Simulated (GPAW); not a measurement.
Fe2Ge:

```
Ge Fe
1.0
     4.16363    0.00000    0.00000
    -2.08182    3.60581    0.00000
     0.00000    0.00000    2.62647
Ge Fe
1 2
Direct
  0.00000 0.00000 0.00000
  0.33333 0.66667 0.50000
  0.66667 0.33333 0.50000
```

The cell comes from a database or a generator and needn't be the stable form of this composition.

Base run:

```yaml
Program: GPAW 26.7.0
Functional: PBEsol
Potentials_or_basis: PAW data sets generated in the run's folder for this functional
Cutoff: 600 eV
Basis: pw
k_mesh: 6 × 6 × 7
Occupations: fermi-dirac, width 0.05 eV
Spin: collinear spin, ferromagnetic start
Starting_moments: "[0.0, 3.0, 3.0] μB"
Hubbard_terms: Fe d U = 8 eV
```

Its results: pressure 27.3 GPa; net moment 6.54 μB per cell; site moments Ge -0.02; Fe +3.33 μB.

Question: The run is repeated on the same cell with these changes: hubbard terms from Fe d U = 8 eV to Fe d U = 2 eV. What comes out?

Answer: Pressure 0.7 GPa; net moment 5.57 μB per cell; site moments Ge +0.00; Fe +2.77 μB.

Caveats: the U is typed as a test and isn't derived for this compound.
